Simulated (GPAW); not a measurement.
# ZrSi2 and the effect of the functional

```cif
data_structure
_symmetry_space_group_name_H-M 'Cmcm'
_symmetry_Int_Tables_number 63
_cell_length_a 3.7060
_cell_length_b 14.7350
_cell_length_c 3.6720
_cell_angle_alpha 90.000
_cell_angle_beta 90.000
_cell_angle_gamma 90.000
_cell_volume 200.52
loop_
_atom_site_label
_atom_site_type_symbol
_atom_site_symmetry_multiplicity
_atom_site_Wyckoff_symbol
_atom_site_fract_x
_atom_site_fract_y
_atom_site_fract_z
_atom_site_occupancy
Zr1 Zr 4 c 0.50000 0.39460 0.75000 1
Si1 Si 4 c 0.00000 0.24960 0.75000 1
Si2 Si 4 c 0.50000 0.05220 0.75000 1
```

Kept alike: task band structure; k mesh 5 × 5 × 5; occupations fermi-dirac, width 0.05 eV; no spin polarisation. Program: GPAW, potentials by row: the program's PAW data sets (release 1.2.1) made for this functional (LDA); GPAW PAW data sets (gpaw-data 1.2.1) (PBE); PAW data sets generated for this functional (PBEsol), cutoff 600 eV. The mesh is that of the run's cell of 6 atoms. No spin-orbit coupling.

| run | pressure (GPa) |
| --- | --- |
| A | -2.61 |
| B | -5.11 |
| C | 1.01 |

Pressure is positive in compression; the values hold the error of the finite cutoff, so their zero can differ a little from the energy's minimum. For a metal such a mesh leaves the last digits unconverged.

The runs differ in the functional alone: LDA; PBE; PBEsol. Which run is which?

Run A is PBEsol; run B is LDA; run C is PBE. The pressure runs from -5.11 (LDA) to 1.01 GPa (PBE). From PBE: LDA -6.12; PBEsol -3.62.
